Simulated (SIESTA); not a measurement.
Crystal: ZrN.

```
Zr N
1.0
     0.00000    2.30000    2.30000
     2.30000    0.00000    2.30000
     2.30000    2.30000    0.00000
Zr N
1 1
Cartesian
  2.3000 2.3000 2.3000
  0.0000 0.0000 0.0000
```

Base run:

- Program: SIESTA 5.4.2
- Functional: PBE
- Potentials or basis: SG15 1.2 (PBE files) or PseudoDojo by element
- Basis: DZP (energy shift 0.002 Ry)
- Grid cutoff: 800 Ry
- Energy shift: 0.002 Ry
- k mesh: 10 × 10 × 10
- Occupations: fermi-dirac, width 0.05 eV
- Spin: no spin polarisation

Its results: band gap on the k mesh none (metal or under the smearing width); pressure 2.5 GPa.

Q: The run is repeated on the same cell with these changes: functional from PBE to AM05; potentials or basis from SG15 1.2 (PBE files) or PseudoDojo by element to PseudoDojo 0.4 standard (PBEsol files). What comes out?

A: Band gap on the k mesh none (metal or under the smearing width); pressure -4.3 GPa.

Caveats: semicore shells carry a single zeta, which can move pressures by several GPa and volumes by a few percent; the basis of atomic orbitals isn't converged, which shifts pressures, moduli and gaps; the potentials were made for another functional, which shifts forces and pressure (some runs).
